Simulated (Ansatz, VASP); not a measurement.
# One calculation of GaN, two programs

Contents of INCAR:

```
SYSTEM = GaN
PREC = Accurate
ENCUT = 520
EDIFF = 1E-6
ISMEAR = 0
SIGMA = 0.1
LREAL = .False.
LASPH = .True.
NELM = 100
ALGO = Normal
ISIF = 2
LWAVE = .False.
LCHARG = .True.
GGA = PE
LELF = .True.
LVHAR = .True.
NBANDS = 16
```

File KPOINTS:

```
Automatic mesh
0
Gamma
  6 6 6
  0 0 0
```

File POSCAR:

```
GaN
1.0
    0.0000000000      2.2891815809      2.2891815809
    2.2891815809      0.0000000000      2.2891815809
    2.2891815809      2.2891815809      0.0000000000
Ga N
1 1
Direct
    0.0000000000      0.0000000000      0.0000000000
    0.2500000000      0.2500000000      0.2500000000
```

Input for Ansatz:

```yaml
crystal:
  lattice:
    - [0.0, 2.2891815809, 2.2891815809]
    - [2.2891815809, 0.0, 2.2891815809]
    - [2.2891815809, 2.2891815809, 0.0]
  atoms:
    - { symbol: Ga, position: [0.0, 0.0, 0.0] }
    - { symbol: "N", position: [0.25, 0.25, 0.25] }
basis:
  ecutwfc: 420
kpoints:
  mp_grid: { grid: [6, 6, 6] }
hamiltonian:
  xc: pbe
scf:
  occupations: { method: gaussian, width: 0.1 }
output:
  forces: true
  stress: true
  eigenvalues: true
```

Alike in both runs: task single point; functional PBE; k mesh 6 × 6 × 6; occupations gaussian, width 0.1 eV; no spin polarisation.

|  | VASP | Ansatz |
| --- | --- | --- |
| version | VASP 6.6.1 | Ansatz 0.2.0 |
| potentials or method | VASP PAW PBE potentials, release 64 (Ga_d, N) | scalar-relativistic, plane waves, PAW |
| plane-wave cutoff (eV) | 520 | 420 |
| valence electrons in the cell | 18 | 18 |

Ansatz gave:

- gap on the k mesh at the Fermi level (eV): 1.41
- least direct gap on the mesh (eV): 1.41
- pressure (GPa): -3.3

Problem. Which values does VASP return?

Solution. gap on the k mesh at the Fermi level (eV): 1.42; least direct gap on the mesh (eV): 1.42; pressure (GPa): -3.2.
